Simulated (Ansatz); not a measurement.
## Ta5N6: what each run costs

Cell: 22 atoms, space group P6_3/mcm, a = 5.191 Å, b = 5.191 Å, c = 10.438 Å, α = 90.00°, β = 90.00°, γ = 120.00°.

All runs are DFT with Ansatz 0.2.0 on 1 thread of AMD EPYC 9R14 (Zen 4) (x86_64; 16 cores open to the job, memory cap 3.0 GiB, no GPU), a shared host.

Q: Rank the runs by wall time, shortest first.
A. single point, PBE, gradients read without the response of the cores, 420 eV, 7×7×4 k-points, smearing 0.05 eV
B. single point, r2SCAN, gradients read without the response of the cores, 500 eV, 7×7×4 k-points, smearing 0.05 eV
C. single point, PBE with spin–orbit coupling, gradients read without the response of the cores, 420 eV, 7×7×4 k-points, smearing 0.05 eV

A: A (28 s, 0.83 GiB), B (54 s, 1.4 GiB), C (6.5 min, 2.4 GiB).
